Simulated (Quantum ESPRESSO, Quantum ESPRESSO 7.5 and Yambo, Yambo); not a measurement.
# Quasiparticle gap of LiF (Griceite) in Yambo

Aim: the G0W0 gap of LiF (Griceite) on PBE, step by step.

Main program and level: Quantum ESPRESSO 7.5 and Yambo 5.3.0; PBE and many-body steps on it, plane waves.

### 1. The structure

It takes space group Fm-3m (No. 225, cubic). Conventional cell: a = 4.028 Å, b = 4.028 Å, c = 4.028 Å, α = 90.00°, β = 90.00°, γ = 90.00°. Nearest to Li lie 6 F at 2.01 Å. F has 6 Li at 2.01 Å nearest. Farther neighbours and most contacts between anions are not listed.

The cell and positions come from the Crystallography Open Database and are kept as given unless a step says otherwise.

### 2. Ground state

This step: Quantum ESPRESSO 7.5; DFT, PBE, plane waves, norm-conserving pseudopotentials.

The ground-state density comes first.

The input, pw.in:

```
&control
  calculation = 'scf'
  prefix = 'x'
  outdir = 'o'
  pseudo_dir = 'pseudo'
/
&system
  ibrav = 0
  nat = 2
  ntyp = 2
  ecutwfc = 72.0
  nbnd = 10
  force_symmorphic = .true.
/
&electrons
  conv_thr = 1e-10
  electron_maxstep = 80
  mixing_beta = 0.5
/
ATOMIC_SPECIES
  Li 6.94 Li.upf
  F 18.998 F.upf
CELL_PARAMETERS angstrom
  0.0000000000 2.0140000000 2.0140000000
  2.0140000000 0.0000000000 2.0140000000
  2.0140000000 2.0140000000 -0.0000000000
ATOMIC_POSITIONS crystal
  Li 0.0000000000 0.0000000000 0.0000000000
  F 0.5000000000 0.5000000000 0.5000000000
K_POINTS automatic
  8 8 8 0 0 0
```

Started as:

```console
$ OMP_NUM_THREADS=1 mpirun -n 4 pw.x -nk 4 -in pw.in > pw.out
```

What it wrote:

```text
Program PWSCF v.7.5 starts

     This program is part of the open-source Quantum ESPRESSO suite
     for quantum simulation of materials; please cite
         "P. Giannozzi et al., J. Phys.:Condens. Matter 21 395502 (2009);
         "P. Giannozzi et al., J. Phys.:Condens. Matter 29 465901 (2017);
         "P. Giannozzi et al., J. Chem. Phys. 152 154105 (2020);
     in publications or presentations arising from this work. More details at
     Message from routine setup:
     using ibrav=0 with symmetry is DISCOURAGED, use correct ibrav instead

     G-vector sticks info

     bravais-lattice index     =            0
     lattice parameter (alat)  =       5.3824  a.u.
     unit-cell volume          =     110.2567 (a.u.)^3
     number of atoms/cell      =            2
     number of atomic types    =            2
     number of electrons       =        10.00
     number of Kohn-Sham states=           10
     kinetic-energy cutoff     =      72.0000  Ry
     charge density cutoff     =     288.0000  Ry
     scf convergence threshold =      1.0E-10
     mixing beta               =       0.5000
     number of iterations used =            8  plain     mixing
     Exchange-correlation= PBE
                           (   1   4   3   4   0   0   0)

     celldm(1)=   5.382367  celldm(2)=   0.000000  celldm(3)=   0.000000
     celldm(4)=   0.000000  celldm(5)=   0.000000  celldm(6)=   0.000000

     crystal axes: (cart. coord. in units of alat)
               a(1) = (   0.000000   0.707107   0.707107 )
               a(2) = (   0.707107   0.000000   0.707107 )
               a(3) = (   0.707107   0.707107  -0.000000 )

     reciprocal axes: (cart. coord. in units 2 pi/alat)
               b(1) = ( -0.707107  0.707107  0.707107 )
               b(2) = (  0.707107 -0.707107  0.707107 )
               b(3) = (  0.707107  0.707107 -0.707107 )
     Pseudo is Norm-conserving, Zval =  3.0
     Generated using ONCVPSP code by D. R. Hamann
     Using radial grid of 1944 points,  4 beta functions with:
     Pseudo is Norm-conserving + core correction, Zval =  7.0
     Generated using ONCVPSP code by D. R. Hamann
     Using radial grid of  832 points,  5 beta functions with:
     Li                3.00     6.94000     Li( 1.00)
     F                 7.00    18.99800     F ( 1.00)

     48 Sym. Ops., with inversion, found

   Cartesian axes

     site n.     atom                  positions (alat units)
         1        Li     tau(   1) = (   0.0000000   0.0000000   0.0000000  )
         2        F      tau(   2) = (   0.7071068   0.7071068   0.7071068  )

     number of k points=    29
                       cart. coord. in units 2pi/alat
        k(    1) = (   0.0000000   0.0000000   0.0000000), wk =   0.0039062
        k(    2) = (   0.0883883   0.0883883  -0.0883883), wk =   0.0312500
        k(    3) = (   0.1767767   0.1767767  -0.1767767), wk =   0.0312500
        k(    4) = (   0.2651650   0.2651650  -0.2651650), wk =   0.0312500
        k(    5) = (  -0.3535534  -0.3535534   0.3535534), wk =   0.0156250
        k(    6) = (   0.1767767   0.0000000   0.0000000), wk =   0.0234375
        k(    7) = (   0.2651650   0.0883883  -0.0883883), wk =   0.0937500
        k(    8) = (   0.3535534   0.1767767  -0.1767767), wk =   0.0937500
        k(    9) = (  -0.2651650  -0.4419417   0.4419417), wk =   0.0937500
        k(   10) = (  -0.1767767  -0.3535534   0.3535534), wk =   0.0937500
     [... 17 further rows ...]
        k(   28) = (  -0.7071068   0.1767767  -0.0000000), wk =   0.0468750
        k(   29) = (  -0.7071068   0.3535534   0.0000000), wk =   0.0234375

     Dense  grid:     9185 G-vectors     FFT dimensions: (  30,  30,  30)

     Initial potential from superposition of free atoms

     starting charge       9.9954, renormalised to      10.0000
     Starting wfcs are    6 randomized atomic wfcs +    4 random wfcs

     per-process dynamical memory:    10.8 Mb

     Self-consistent Calculation

     iteration #  1     ecut=    72.00 Ry     beta= 0.50

     total energy              =     -63.94789897 Ry
     estimated scf accuracy    <       0.11923085 Ry

     iteration #  2     ecut=    72.00 Ry     beta= 0.50

     total energy              =     -63.97944565 Ry
     estimated scf accuracy    <       0.01212648 Ry

     iteration #  3     ecut=    72.00 Ry     beta= 0.50

     total energy              =     -63.98144994 Ry
     estimated scf accuracy    <       0.00133569 Ry

     iteration #  4     ecut=    72.00 Ry     beta= 0.50

     total energy              =     -63.98156812 Ry
     estimated scf accuracy    <       0.00003780 Ry

     iteration #  5     ecut=    72.00 Ry     beta= 0.50

     total energy              =     -63.98157171 Ry
     estimated scf accuracy    <       0.00000354 Ry

     iteration #  6     ecut=    72.00 Ry     beta= 0.50

     total energy              =     -63.98157240 Ry
     estimated scf accuracy    <          8.2E-09 Ry

     iteration #  7     ecut=    72.00 Ry     beta= 0.50

     total energy              =     -63.98157241 Ry
     estimated scf accuracy    <          4.4E-09 Ry

     iteration #  8     ecut=    72.00 Ry     beta= 0.50

     total energy              =     -63.98157241 Ry
     estimated scf accuracy    <          2.9E-10 Ry

     iteration #  9     ecut=    72.00 Ry     beta= 0.50

     End of self-consistent calculation

          k = 0.0000 0.0000 0.0000 (  1139 PWs)   bands (ev):

   -39.9378 -18.9883   0.9065   0.9065   0.9065  10.0211  24.8974  24.8974
    24.8974  25.3125

          k = 0.0884 0.0884-0.0884 (  1143 PWs)   bands (ev):

   -39.9292 -18.9290   0.4741   0.8716   0.8716  10.4588  21.5470  23.2809
    23.2809  26.5804

          k = 0.1768 0.1768-0.1768 (  1131 PWs)   bands (ev):

   -39.9086 -18.7808  -0.4525   0.7900   0.7900  11.2836  18.8900  21.5015
    21.5015  27.9954

          k = 0.2652 0.2652-0.2652 (  1143 PWs)   bands (ev):

     [... further k-points ...]

     highest occupied, lowest unoccupied level (ev):     0.9065   10.0211

!    total energy              =     -63.98157241 Ry
     estimated scf accuracy    <          2.3E-11 Ry

     The total energy is the sum of the following terms:
     one-electron contribution =     -25.10600909 Ry
     hartree contribution      =      16.67746653 Ry
     xc contribution           =     -14.60475319 Ry
     ewald contribution        =     -40.94827666 Ry

     convergence has been achieved in   9 iterations

     XML data file, charge density, pseudopotentials, collected wavefunctions

=------------------------------------------------------------------------------=
   JOB DONE.
=------------------------------------------------------------------------------=
```

Elapsed: 1.8 s, on 4 MPI ranks of Arm Neoverse V2, shared host; peak memory 0.05 GiB; 6.8 s of CPU time.

Numbers from this step:

- total energy: -870.5136 eV
- gap: 9.115 eV
- k of the valence top: 0, 0, 0
- k of the conduction bottom: 0, 0, 0
- least direct gap: 9.115 eV

The gap is direct, at Γ.

### 3. Bands along the symmetry lines

The cheap functional maps the bands first; the places of the edges decide which points the dearer methods must see.

The input, pw.in:

```
&control
  calculation = 'bands'
  prefix = 'x'
  outdir = 'o'
  pseudo_dir = 'pseudo'
/
&system
  ibrav = 0
  nat = 2
  ntyp = 2
  ecutwfc = 72.0
  nbnd = 11
  force_symmorphic = .true.
/
&electrons
  conv_thr = 1e-9
  electron_maxstep = 80
  diago_full_acc = .true.
  diago_thr_init = 5e-6
/
ATOMIC_SPECIES
  Li 6.94 Li.upf
  F 18.998 F.upf
CELL_PARAMETERS angstrom
  0.0000000000 2.0140000000 2.0140000000
  2.0140000000 0.0000000000 2.0140000000
  2.0140000000 2.0140000000 -0.0000000000
ATOMIC_POSITIONS crystal
  Li 0.0000000000 0.0000000000 0.0000000000
  F 0.5000000000 0.5000000000 0.5000000000
K_POINTS crystal
  50
  0.00000000 0.00000000 0.00000000 1
  0.06250000 0.00000000 0.06250000 1
  0.12500000 0.00000000 0.12500000 1
  0.18750000 0.00000000 0.18750000 1
  0.25000000 0.00000000 0.25000000 1
  0.31250000 0.00000000 0.31250000 1
  0.37500000 0.00000000 0.37500000 1
  0.43750000 0.00000000 0.43750000 1
  0.50000000 0.00000000 0.50000000 1
  0.51562500 0.03125000 0.51562500 1
  0.53125000 0.06250000 0.53125000 1
  0.54687500 0.09375000 0.54687500 1
  0.56250000 0.12500000 0.56250000 1
  0.57812500 0.15625000 0.57812500 1
  0.59375000 0.18750000 0.59375000 1
  0.60937500 0.21875000 0.60937500 1
  0.62500000 0.25000000 0.62500000 1
  0.37500000 0.37500000 0.75000000 1
  0.32812500 0.32812500 0.65625000 1
  0.28125000 0.28125000 0.56250000 1
  0.23437500 0.23437500 0.46875000 1
  0.18750000 0.18750000 0.37500000 1
  0.14062500 0.14062500 0.28125000 1
  0.09375000 0.09375000 0.18750000 1
  0.04687500 0.04687500 0.09375000 1
  0.00000000 0.00000000 0.00000000 1
  0.06250000 0.06250000 0.06250000 1
  0.12500000 0.12500000 0.12500000 1
  0.18750000 0.18750000 0.18750000 1
  0.25000000 0.25000000 0.25000000 1
  0.31250000 0.31250000 0.31250000 1
  0.37500000 0.37500000 0.37500000 1
  0.43750000 0.43750000 0.43750000 1
  0.50000000 0.50000000 0.50000000 1
  0.50000000 0.46875000 0.53125000 1
  0.50000000 0.43750000 0.56250000 1
  0.50000000 0.40625000 0.59375000 1
  0.50000000 0.37500000 0.62500000 1
  0.50000000 0.34375000 0.65625000 1
  0.50000000 0.31250000 0.68750000 1
  0.50000000 0.28125000 0.71875000 1
  0.50000000 0.25000000 0.75000000 1
  0.50000000 0.21875000 0.71875000 1
  0.50000000 0.18750000 0.68750000 1
  0.50000000 0.15625000 0.65625000 1
  0.50000000 0.12500000 0.62500000 1
  0.50000000 0.09375000 0.59375000 1
  0.50000000 0.06250000 0.56250000 1
  0.50000000 0.03125000 0.53125000 1
  0.50000000 0.00000000 0.50000000 1
```

What it wrote:

```text
[banner, memory and clock lines left out]
Program PWSCF v.7.5 starts

     Atomic positions and unit cell read from directory:
     o/x.save/

     Message from routine setup:
     using ibrav=0 with symmetry is DISCOURAGED, use correct ibrav instead

     G-vector sticks info

     bravais-lattice index     =            0
     lattice parameter (alat)  =       5.3824  a.u.
     unit-cell volume          =     110.2567 (a.u.)^3
     number of atoms/cell      =            2
     number of atomic types    =            2
     number of electrons       =        10.00
     number of Kohn-Sham states=           11
     kinetic-energy cutoff     =      72.0000  Ry
     charge density cutoff     =     288.0000  Ry
     Exchange-correlation= PBE
                           (   1   4   3   4   0   0   0)

     celldm(1)=   5.382367  celldm(2)=   0.000000  celldm(3)=   0.000000
     celldm(4)=   0.000000  celldm(5)=   0.000000  celldm(6)=   0.000000

     crystal axes: (cart. coord. in units of alat)
               a(1) = (   0.000000   0.707107   0.707107 )
               a(2) = (   0.707107   0.000000   0.707107 )
               a(3) = (   0.707107   0.707107  -0.000000 )

     reciprocal axes: (cart. coord. in units 2 pi/alat)
               b(1) = ( -0.707107  0.707107  0.707107 )
               b(2) = (  0.707107 -0.707107  0.707107 )
               b(3) = (  0.707107  0.707107 -0.707107 )
     Pseudo is Norm-conserving, Zval =  3.0
     Generated using ONCVPSP code by D. R. Hamann
     Using radial grid of 1944 points,  4 beta functions with:
     Pseudo is Norm-conserving + core correction, Zval =  7.0
     Generated using ONCVPSP code by D. R. Hamann
     Using radial grid of  832 points,  5 beta functions with:
     Li                3.00     6.94000     Li( 1.00)
     F                 7.00    18.99800     F ( 1.00)

     48 Sym. Ops., with inversion, found

   Cartesian axes

     site n.     atom                  positions (alat units)
         1        Li     tau(   1) = (   0.0000000   0.0000000   0.0000000  )
         2        F      tau(   2) = (   0.7071068   0.7071068   0.7071068  )

     number of k points=    50
                       cart. coord. in units 2pi/alat
        k(    1) = (   0.0000000   0.0000000   0.0000000), wk =   0.0400000
        k(    2) = (   0.0000000   0.0883883   0.0000000), wk =   0.0400000
        k(    3) = (   0.0000000   0.1767767   0.0000000), wk =   0.0400000
[...]
[... 38 further rows ...]
        k(   49) = (   0.0441942   0.7071068   0.0000000), wk =   0.0400000
        k(   50) = (   0.0000000   0.7071068   0.0000000), wk =   0.0400000

     Dense  grid:     9185 G-vectors     FFT dimensions: (  30,  30,  30)

     The potential is recalculated from file :
     o/x.save/charge-density

     Starting wfcs are    6 randomized atomic wfcs +    5 random wfcs

     Band Structure Calculation

     End of band structure calculation

          k = 0.0000 0.0000 0.0000 (  1139 PWs)   bands (ev):

   -39.9378 -18.9883   0.9065   0.9065   0.9065  10.0211  24.8974  24.8974
    24.8974  25.3125  25.3125

          k = 0.0000 0.0884 0.0000 (  1147 PWs)   bands (ev):

   -39.9348 -18.9678   0.8035   0.8673   0.8673  10.1833  23.7304  23.7304
    24.1913  24.2895  26.8324

          k = 0.0000 0.1768 0.0000 (  1155 PWs)   bands (ev):

   -39.9265 -18.9071   0.5061   0.7562   0.7562  10.6553  22.5118  22.7158
    22.7158  23.0257  28.8911

          k =-0.0000 0.2652 0.0000 (  1146 PWs)   bands (ev):

[...]
k = 0.0000 0.4419-0.0000 (  1126 PWs)   bands (ev):

[...]
k =-0.0000 0.5303 0.0000 (  1142 PWs)   bands (ev):

[...]
k = 0.0000 0.6187-0.0000 (  1138 PWs)   bands (ev):

[...]
k = 0.4640 0.4640-0.0000 (  1141 PWs)   bands (ev):

[...]
k = 0.3315 0.3315-0.0000 (  1135 PWs)   bands (ev):

[...]
k = 0.3094 0.7071-0.0000 (  1134 PWs)   bands (ev):

[...]
k = 0.2210 0.7071-0.0000 (  1138 PWs)   bands (ev):

[...]
k = 0.1768 0.7071-0.0000 (  1142 PWs)   bands (ev):

[...]
k = 0.0442 0.7071 0.0000 (  1142 PWs)   bands (ev):

   -39.8644 -18.2931  -2.0598  -0.1059  -0.0759  15.7296  17.3711  18.3945
    21.1240  21.3413  34.3419

          k = 0.0000 0.7071 0.0000 (  1138 PWs)   bands (ev):

   -39.8644 -18.2921  -2.0764  -0.0833  -0.0833  15.7282  17.4514  18.3945
    21.1639  21.1639  34.3039

     XML data file, pseudopotentials, collected wavefunctions
```

Elapsed: 1.2 s, on 4 MPI ranks; peak memory 0.05 GiB.

Numbers from this step:

* gap: 9.114 eV
* k of the valence top: 0.0469, 0.0469, 0.0938
* k of the conduction bottom: 0, 0, 0
* least direct gap: 9.115 eV

The gap is 9.114 eV, −0.001 eV from the run before at this level.

The electronic bands at the labelled points (eV, zero at the top of the highest filled band; v1 is the highest filled band, c1 the lowest empty one):

```csv
point,v4,v3,v2,v1,c1,c2,c3,c4
Γ,-19.90,0.00,0.00,0.00,9.11,23.99,23.99,23.99
halfway,-19.59,-1.42,-0.51,-0.51,11.43,18.82,19.77,20.65
X,-19.20,-2.98,-0.99,-0.99,14.82,16.54,17.49,20.26
halfway,-19.21,-2.85,-1.17,-0.92,14.84,15.87,17.71,20.08
U,-19.24,-2.48,-1.55,-0.73,14.53,14.92,18.45,19.69
jump to K,-19.24,-2.48,-1.55,-0.73,14.53,14.92,18.45,19.69
halfway,-19.59,-1.49,-0.75,-0.09,11.11,17.01,19.96,20.21
Γ,-19.90,0.00,0.00,0.00,9.11,23.99,23.99,23.99
halfway,-19.69,-1.36,-0.12,-0.12,10.38,17.98,20.59,20.59
L,-19.46,-2.50,-0.23,-0.23,10.83,16.74,18.94,18.94
halfway,-19.35,-2.31,-1.22,-0.48,12.56,15.76,19.00,19.20
W,-19.23,-2.06,-2.06,-0.79,15.08,15.08,17.48,19.28
halfway,-19.21,-2.73,-1.32,-0.89,14.86,15.76,17.49,19.75
X,-19.20,-2.98,-0.99,-0.99,14.82,16.54,17.49,20.26
```

The electronic bands as a text plot (rows in eV, shown from -8.0 to 15.1 only):

```
   14.6 |          +++++++++                             ++++++++
   13.7 |         +        +                           ++
   12.7 |       ++          ++                        +
   11.7 |     ++              ++                    ++
   10.8 |    +                  +++         ++++++++
    9.8 |  ++                      ++    +++
    8.9 |++                          ++++
    7.9 |
    6.9 |
    6.0 |
    5.0 |
    4.0 |
    3.1 |
    2.1 |
    1.1 |
    0.2 |****                 **********************
   -0.8 |  **************************    ***      ***************
   -1.7 |     ****       ********           ****       *******
   -2.7 |         *********                     ********   ******
   -3.7 |
   -4.6 |
   -5.6 |
   -6.6 |
   -7.5 |
         Γ           X  U|K            Γ         L        W     X
```

(Continued in part 2 of 3.)

[Paths, hosts, dates, memory and timing lines, banners, echoed tables and standing remarks are left out of the program output.]

[Logs are printed without paths, hosts, clocks, repeated set-up lines and the standing remarks that a program may print on its own settings, such as how far it seeks lower states.]

[Runs of the session that timed out or met a known fault of the program may be left out.]

[Hosts, paths, dates, database ids (printed as entryN), source tags and the programs' standing remarks are cut or masked in the printed files.]
